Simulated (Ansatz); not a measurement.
**Vibrational response of KF at 50 GPa**

Theory: Ansatz 0.2.0, DFT PBEsol, scalar-relativistic, plane waves, PAW. Plane waves to 420 eV; Γ-centred k mesh 8×8×8; fixed occupations. No spin polarisation. Phonons by linear response, acoustic sum rule imposed.

The cell, relaxed at 50 GPa:
```yaml
crystal:
  lattice:
    - [0.00000, 2.27012, 2.27012]
    - [2.27012, 0.00000, 2.27012]
    - [2.27012, 2.27012, 0.00000]
  atoms:
    - { symbol: K, position: [0.00000, 0.00000, 0.00000] }
    - { symbol: F, position: [0.50000, 0.50000, 0.50000] }
```

Other phases may be more stable at this pressure.

(1) Give the high-frequency dielectric tensor ε∞.

(2) Give the Born effective charges.

(3) How large is the static dielectric tensor with the ions free to move, and what share of it is ionic?

## Answers

(1)
```
2.43 0.00 0.00
0.00 2.43 0.00
0.00 0.00 2.43
```

(2)
```tsv
atom	Z*xx	Z*yy	Z*zz	mean
K (atom 1)	1.27	1.27	1.27	1.27
F (atom 2)	-1.27	-1.27	-1.27	-1.27
```

(3)
```
3.8 0.0 0.0
0.0 3.8 0.0
0.0 0.0 3.8
```
The ions give 36 % of its trace.

Cost: 1 run of about 0.25 core-minutes, on Arm Neoverse N1 (shared hosts).